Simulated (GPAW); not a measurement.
# A GW chain in GPAW: SiC (F-43m), part 2 of 2

Wanted: ground state, empty states, screening and self-energy for SiC (F-43m).

GPAW 26.7.0; PBE and many-body steps on it, plane waves. Known limits of the many-body steps: not at the basis limit.

So far. Step 3 (Bands along the symmetry lines): The gap is 1.350 eV, as in the run before at this level. Step 4 (Empty states on the mesh, 6×6×6 mesh, 118 bands): On this mesh the gap is 1.350 eV.

## 5. Screening and self-energy, 6×6×6 mesh, 108 bands, screening to 175 eV

G0W0 replaces the xc potential by the self-energy, built once from these orbitals. Only a window of levels is corrected, while the sums run over the empty bands that the input names.

This step: G0W0 on PBE, plane waves, PAW.

The input, run.py:

```python
import json
import numpy as np
from gpaw.mpi import world
from gpaw.response.g0w0 import G0W0

gw = G0W0('full.gpw',
    filename='gw',
    kpts=[0, 12],
    bands=(2, 6),
    ecut=175,
    nbands=108,
    integrate_gamma='WS',
    ppa=True)
gw.calculate()
res = {mode: {k: v for k, v in r.items() if k != 'sigma_eskwn'}
       for mode, r in gw.all_results.items()}

if world.rank == 0:
    with open('result.json', 'w') as f:
        json.dump(res, f, default=lambda x: x.tolist())
```

Run with:

```
$ mpirun -n 4 gpaw python run.py
```

Numbers of over 12 decimals in the logs are rounded to 6 here.

What it wrote:

```text
Using integrator: PointIntegrator
FrequencyGridDescriptor(from 0.000+0.000j to 0.000+27.211j eV, 2 points)
Nonperiodic BCs:  [False False False]
Using integrator: PointIntegrator
FrequencyGridDescriptor(from 0.000+0.000j to 0.000+27.211j eV, 2 points)
Nonperiodic BCs:  [False False False]
  ___  _ _ _
 |   || | | |
 | | || | | |
 |__ ||_____|
 |___|

BZ k-points: Symmetries present (total): 24

  [... matrices ...]
216 k-points: 6 x 6 x 6 Monkhorst-Pack grid + [1/12,1/12,1/12]
16 k-points in the irreducible part of the Brillouin zone
       k-points in crystal coordinates                weights
   0:     0.00000000    0.00000000    0.00000000          1/216
   1:     0.16666667    0.16666667    0.00000000          6/216
   2:     0.16666667    0.16666667    0.16666667          8/216
   3:     0.33333333    0.16666667    0.16666667         12/216
   4:     0.33333333    0.33333333   -0.33333333         12/216
   5:     0.33333333    0.33333333    0.00000000          6/216
   6:     0.33333333    0.33333333    0.16666667         24/216
   7:     0.33333333    0.33333333    0.33333333          8/216
   8:     0.50000000    0.33333333   -0.33333333         24/216
   9:     0.50000000    0.33333333   -0.16666667         12/216
          ...
  15:     0.50000000    0.50000000    0.50000000          4/216

Distributing spins, k-points and bands (1 x 2 x 4) over 4 processes
Number of blocks: 1

Quasi particle states:
k-points (IBZ indices): [0, 12]
Band range: (2, 6)
  [... matrices ...]
Computational parameters:
Plane wave cut-off: 175 eV
Number of bands: 108
Coulomb cutoff: None
Broadening: 0.1 eV

fxc modes: GW
Kernel: RPA
Using Godby-Needs plasmon-pole approximation:
  Fitting energy: i*E0, E0 = 1.000 Hartree
Summing all q:

Calculating screened Coulomb potential
No Coulomb truncation
FrequencyGridDescriptor(from 0.000+0.000j to 0.000+27.211j eV, 2 points)
Removing empty qpoint cache files...

Calculating chi0 body with:
    Ground state adapter containing:
    Number of spins: 1
    Number of kpoints: 216
    Number of irreducible kpoints: 16
    Number of completely occupied states: 4
    Number of partially occupied states: 4
    Occupied states memory: 0.35595703125 M / cpu

    Linear response parametrization:
    q_c: [1.3877787807814457e-17, 1.3877787807814457e-17, 1.3877787807814457e-17]
    Number of frequency points: 2
    Planewave cutoff: 175.0
    Number of bands: 108
    Number of planewaves: 113
    Broadening (eta): 1e-06
    comm.size: 4
    kncomm.size: 4
    blockcomm.size: 1

    Memory estimate of potentially large arrays:
        chi0_wGG: 0.389679 M / cpu
Integrating chi0 body.

Symmetries of q_c:
    Direct symmetries (Uq -> q): 24
    Indirect symmetries (TUq -> q): 24
In total 48 allowed symmetries.

  [... matrices ...]
16 groups of equivalent kpoints. 92.592593% reduction.

Integral kind: response function
Integrating chi0 head and wings.

Symmetries of q_c:
    Direct symmetries (Uq -> q): 24
    Indirect symmetries (TUq -> q): 24
In total 48 allowed symmetries.

  [... matrices ...]
16 groups of equivalent kpoints. 92.592593% reduction.

Integral kind: response function wings

Calculating chi0 body with:
    Ground state adapter containing:
    Number of spins: 1
    Number of kpoints: 216
    Number of irreducible kpoints: 16
    Number of completely occupied states: 4
    Number of partially occupied states: 4
[... the further q-points ...]

Results:
f:      Occupation numbers
eps:     KS-eigenvalues [eV]
vxc:     KS vxc [eV]
exx:     Exact exchange [eV]
sigma:   Self-energies [eV]
dsigma:  Self-energy derivatives
Z:       Renormalization factors
qp:      QP-energies [eV]

k-point 0 (0): (0.000, 0.000, 0.000)                GW
band       f     eps     vxc     exx   sigma  dsigma       Z      qp
                                                                   GW
   2   1.000   8.249 -15.737 -18.301   1.813  -0.255   0.797   7.651
   3   1.000   8.249 -15.736 -18.301   1.813  -0.255   0.797   7.651
   4   0.000  14.510 -15.446  -9.671  -5.144  -0.256   0.796  15.012
   5   0.000  15.550 -13.909  -8.136  -5.014  -0.233   0.811  16.166

k-point 1 (12): (0.500, 0.500, 0.000)                GW
band       f     eps     vxc     exx   sigma  dsigma       Z      qp
                                                                   GW
   2   1.000   5.057 -14.795 -18.539   2.651  -0.270   0.787   4.197
   3   1.000   5.057 -14.795 -18.539   2.651  -0.270   0.787   4.197
   4   0.000   9.599 -11.372  -7.198  -3.911  -0.214   0.824   9.817
   5   0.000  12.563 -12.323  -7.464  -4.374  -0.211   0.826  12.964
```

Wall time 43 s (4 MPI ranks of Arm Neoverse V2, shared host); peak memory 1 GiB.

This step gave:

```yaml
g0w0_gap_on_the_points_computed: 2.166 eV
least_direct_g0w0_gap_on_the_computed_points: 5.620 eV
z_at_the_valence_top: 0.7966
z_at_the_conduction_bottom: 0.8240
starting_gap_on_the_mesh: 1.350 eV
k_of_the_valence_top: 0, 0, 0
k_of_the_conduction_bottom: 0.5, 0.5, 0
```

The gap on the mesh goes from 1.35 eV to 2.17 eV, a correction of +0.82 eV.

Limits: finite bands, cutoff and mesh. v1 is the top filled band, c1 the lowest empty one. The levels before and after the correction (eV, zero at the valence-band top of each column):

```
           conduction bottom  valence top
Kohn-Sham               1.35         0.00
     G0W0               2.17         0.00
```

```
                       level  energy (eV)
Kohn-Sham            Γ v2-v1        0.000
Kohn-Sham               Γ c1        6.261
Kohn-Sham               Γ c2        7.301
Kohn-Sham  (0.5 0.5 0) v2-v1       -3.192
Kohn-Sham     (0.5 0.5 0) c1        1.350
Kohn-Sham     (0.5 0.5 0) c2        4.314
     G0W0            Γ v2-v1        0.000
     G0W0               Γ c1        7.361
     G0W0               Γ c2        8.515
     G0W0  (0.5 0.5 0) v2-v1       -3.454
     G0W0     (0.5 0.5 0) c1        2.166
     G0W0     (0.5 0.5 0) c2        5.313
```

## 6. Where the time went

Times are wall times on 4 MPI ranks of Arm Neoverse V2, shared host, good to a factor of about two.

```
                          step   time  share  memory (GiB)
                  ground state    4 s    7 %          0.57
bands along the symmetry lines  3.7 s    7 %          0.58
      empty states on the mesh  4.2 s    8 %          0.77
     screening and self-energy   43 s   78 %           1.0
```

## 7. Summary of results

| Item | Value |
| --- | --- |
| PBE gap | 1.35 eV, indirect |
| G0W0 gap on the mesh | 2.17 eV |
| GW settings | 6×6×6 mesh, 108 bands, screening to 175 eV, Godby-Needs plasmon pole |
| known limits | not at the basis limit |

What this shows: G0W0 moves the gap on the mesh from 1.35 eV to 2.17 eV (+0.82 eV), with Z of 0.80 and 0.82 at the edges. Only 2 of the mesh's irreducible points were corrected, so a valley elsewhere could overtake. The dearest step here is «screening and self-energy». Against experiment, by G0W0@PBE: the gap of 2.17 eV lies −0.23 eV from the measured 2.4 eV (indirect, 2018); the gap of 2.17 eV lies −0.22 eV from the measured 2.39 eV (kind not stated, quoted 2020). The calculation has static nuclei and no excitons; a measured gap holds zero-point and thermal motion, which mostly lowers it. Bands and cutoff are finite, so the gap is not at the basis limit. The miss can reach some tenths of an eV and take either sign; the mesh is an error of its own. These stock PAW sets were not made for GW. In the G0W0 run levels were corrected at 2 k points alone, so a gap called «on the mesh» is the least over those, and an edge elsewhere would be missed.

[Paths, hosts, dates, memory and timing lines, banners, echoed tables and standing remarks are left out of the program output.]

[Logs are printed without paths, hosts, clocks, repeated set-up lines and the standing remarks that a program may print on its own settings, such as how far it seeks lower states.]

[Runs of the session that timed out or met a known fault of the program may be left out.]

[Hosts, paths, dates, database ids (printed as entryN), source tags and the programs' standing remarks are cut or masked in the printed files.]
